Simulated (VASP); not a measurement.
# VASP 6.6.1 run: AlN

INCAR

```
LCHARG = .FALSE.
EDIFF = 1E-7
ISMEAR = -1
ENCUT = 450
NBANDS = 16
PREC = Accurate
SIGMA = 0.02
ISIF = 2
IBRION = -1
NSW = 0
LREAL = .FALSE.
GGA = PE
NELM = 120
LASPH = .TRUE.
LWAVE = .FALSE.
```

KPOINTS

```
KPOINTS created by Atomic Simulation Environment
0
Gamma
12 12 6
0 0 0
```

POSCAR

```
Al N
 1.0000000000000000
     3.1066937601931870    0.0000000000000000    0.0000000000000000
    -1.5533468800965935    2.6904757181059007    0.0000000000000000
     0.0000000000000000    0.0000000000000000    5.0283774674000004
 Al  N
   2   2
Cartesian
  0.0000000000000001  1.7936504787372671 -0.0121858867581910
  1.5533468800965935  0.8968252393686336  2.5020028469418096
  0.0000000000000001  1.7936504787372671  1.8978274370331916
  1.5533468800965935  0.8968252393686336  4.4120161707331924
```

The recommended PBE PAW datasets give the neutral cell 16 valence electrons.

Command

```
mpirun -np 1 vasp_std
```

OSZICAR

```
N       E                     dE             d eps       ncg     rms          rms(c)
DAV:   1     0.350718064321E+02    0.35072E+02   -0.66789E+03  2432   0.795E+02
DAV:   2    -0.314202986906E+02   -0.66492E+02   -0.61546E+02  3384   0.171E+02
DAV:   3    -0.344817569719E+02   -0.30615E+01   -0.30546E+01  3024   0.381E+01
DAV:   4    -0.344996695304E+02   -0.17913E-01   -0.17912E-01  3024   0.339E+00
DAV:   5    -0.344999047645E+02   -0.23523E-03   -0.23523E-03  3032   0.387E-01    0.121E+01
DAV:   6    -0.297717061788E+02    0.47282E+01   -0.10751E+01  2760   0.230E+01    0.419E+00
DAV:   7    -0.297921346657E+02   -0.20428E-01   -0.60743E-01  2704   0.539E+00    0.299E+00
DAV:   8    -0.297849449441E+02    0.71897E-02   -0.59764E-02  2688   0.219E+00    0.648E-01
DAV:   9    -0.297799538380E+02    0.49911E-02   -0.11792E-02  3208   0.776E-01    0.254E-01
DAV:  10    -0.297805843927E+02   -0.63055E-03   -0.22112E-03  2704   0.294E-01    0.142E-01
DAV:  11    -0.297805031751E+02    0.81218E-04   -0.16277E-04  2824   0.924E-02    0.354E-02
DAV:  12    -0.297805059863E+02   -0.28112E-05   -0.10758E-05  2664   0.264E-02    0.716E-03
DAV:  13    -0.297805057188E+02    0.26750E-06   -0.38337E-06  2928   0.144E-02    0.570E-03
DAV:  14    -0.297805057140E+02    0.47485E-08   -0.29782E-07  2736   0.440E-03
   1 F= -.29780506E+02 E0= -.29780506E+02  d E =-.165350E-11
```

From OUTCAR

```
k-points           NKPTS =     76   k-points in BZ     NKDIM =     76   number of bands    NBANDS=     16

   NELECT =      16.0000    total number of electrons

   dimension x,y,z NGX =    24 NGY =   24 NGZ =   36
   dimension x,y,z NGXF=    48 NGYF=   48 NGZF=   72

  energy-cutoff  :      450.00
  volume of cell :       42.03
      direct lattice vectors                 reciprocal lattice vectors
     3.106693760  0.000000000  0.000000000     0.321885605  0.185840741  0.000000000
    -1.553346880  2.690475718  0.000000000     0.000000000  0.371681481  0.000000000
     0.000000000  0.000000000  5.028377467     0.000000000  0.000000000  0.198871307

 k-points in reciprocal lattice and weights: KPOINTS created by Atomic Simulation Env
   0.00000000  0.00000000  0.00000000       0.001
   0.08333333  0.00000000  0.00000000       0.007
   0.16666667  0.00000000  0.00000000       0.007
   0.25000000  0.00000000  0.00000000       0.007
   0.33333333  0.00000000  0.00000000       0.007
   0.41666667 -0.00000000  0.00000000       0.007
   0.50000000  0.00000000  0.00000000       0.003
   0.08333333  0.08333333  0.00000000       0.007
   ...

 E-fermi :   6.4492

 k-point     1 :       0.0000    0.0000    0.0000
  band No.  band energies     occupation
      1      -9.0566      2.00000
      2      -6.9735      2.00000
      3       0.0879      2.00000
      4       5.2855      2.00000
      5       5.2855      2.00000
      6       5.9060      2.00000
      7       5.9060      2.00000
      8       6.0288      2.00000
      9      10.2326      0.00000
     10      12.7971      0.00000
     11      16.5873      0.00000
     12      17.3037      0.00000
     13      17.3037      0.00000
     14      18.9237      0.00000
     15      19.2394      0.00000
     16      19.2394      0.00000

 k-point     2 :       0.0833    0.0000    0.0000
  band No.  band energies     occupation
      1      -8.9678      2.00000
      2      -6.9218      2.00000
      3       0.1939      2.00000
      4       4.8709      2.00000
      5       5.1699      2.00000
      6       5.4878      2.00000
      7       5.8910      2.00000
      8       5.9940      2.00000
      9      10.6517      0.00000
     10      13.1680      0.00000
     11      16.2290      0.00000
     12      16.6904      0.00000
     13      17.5596      0.00000
     14      18.8422      0.00000
     15      19.1340      0.00000
     16      19.3037      0.00000

 k-point     3 :       0.1667    0.0000    0.0000
  band No.  band energies     occupation
      1      -8.7093      2.00000
      2      -6.7802      2.00000
      3       0.5063      2.00000
      4       3.8578      2.00000
      5       4.6048      2.00000
      6       4.8968      2.00000
      7       5.8190      2.00000
      8       5.8705      2.00000
      9      11.5057      0.00000
     10      13.8608      0.00000
     11      15.2071      0.00000
     12      15.8910      0.00000
     13      18.2307      0.00000
     14      18.3561      0.00000
     15      18.4554      0.00000
     16      18.8949      0.00000

 ...

  Total        0.6866310      0.6866310     -0.0657452      0.0000000      0.0000000      0.0000000
  in kB       26.1745139     26.1745139     -2.5062185      0.0000000      0.0000000      0.0000000
  external PRESSURE =      16.6142698 kB  Pullay stress =       0.0000000 kB

 POSITION                                       TOTAL-FORCE (eV/Angst)
 -----------------------------------------------------------------------------------
      0.00000      1.79365      5.01619         0.000000     -0.000000     -0.000146
      1.55335      0.89683      2.50200        -0.000000      0.000000     -0.000146
      0.00000      1.79365      1.89783        -0.000000     -0.000000      0.000146
      1.55335      0.89683      4.41202        -0.000000      0.000000      0.000146
 -----------------------------------------------------------------------------------
    total drift:                               -0.000000     -0.000000      0.000699

  FREE ENERGIE OF THE ION-ELECTRON SYSTEM (eV)
  ---------------------------------------------------
  free  energy   TOTEN  =       -29.7805057140 eV

  energy  without entropy=      -29.7805057140  energy(sigma->0) =      -29.78050571
```

It converged. Results: gap between bands v and c on the k mesh 4.20 eV; least direct gap on the k mesh 4.20 eV; pressure 1.7 GPa. Band v is the last that the valence electrons fill when counted band by band, and c is the next.

For comparison, a separate PBE run of the intended cell, on usual settings and not on those above, gives a gap of 4.20 eV on its mesh and a pressure of 2.4 GPa.

The run above took about 23 s on one core of a shared host (Intel Xeon Platinum 8488C) and held 0.17 GiB at most.
